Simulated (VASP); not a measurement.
**Al: single point with RPBE**

The system is Al.

```
Al
1.0
     2.85746    0.00000    0.00000
    -1.42873    2.47463    0.00000
     0.00000    0.00000    4.59680
Al
2
Direct
  0.33333 0.66667 0.25000
  0.66667 0.33333 0.75000
```

This isn't the form of Al at room conditions, which is fcc.

```yaml
Program: VASP 6.6.1
Task: single point
Functional: RPBE
Potentials_or_basis: VASP PAW PBE potentials, release 64 (Al)
Cutoff: 520 eV
k_mesh: 14 × 14 × 8
Occupations: fermi-dirac, width 0.1 eV
Spin: no spin polarisation
```

```json
{"Pressure": "3.1 GPa", "Band gap on the k mesh": "none (metal or under the smearing width)"}
```

Stress tensor (GPa, compression positive):
```
2.45 0.00 0.00
0.00 2.45 0.00
0.00 0.00 4.46
```

Levels at points of the mesh, in eV from the Fermi level:
```
           k point  band 1  band 2  band 3  band 4  band 5  band 6  band 7
(0.00, 0.00, 0.00)  -11.26   -4.60   -4.21   10.49   10.49   10.86   10.86
(0.50, 0.00, 0.00)   -5.44   -5.26    0.60    1.32    1.47    1.92    5.50
(0.00, 0.00, 0.50)   -9.51   -9.51    3.75    3.75   11.72   11.72   11.72
(0.50, 0.00, 0.50)   -4.02   -4.02   -3.26   -3.26    6.99    6.99    7.59
```

It took 53 s on 1 thread of Intel(R) Xeon(R) Platinum 8375C CPU @ 2.90GHz (Ice Lake) (shared host), peak memory 0.16 GiB.

Caveat: the PAW data sets were made with another functional, which shifts forces and pressure a little.
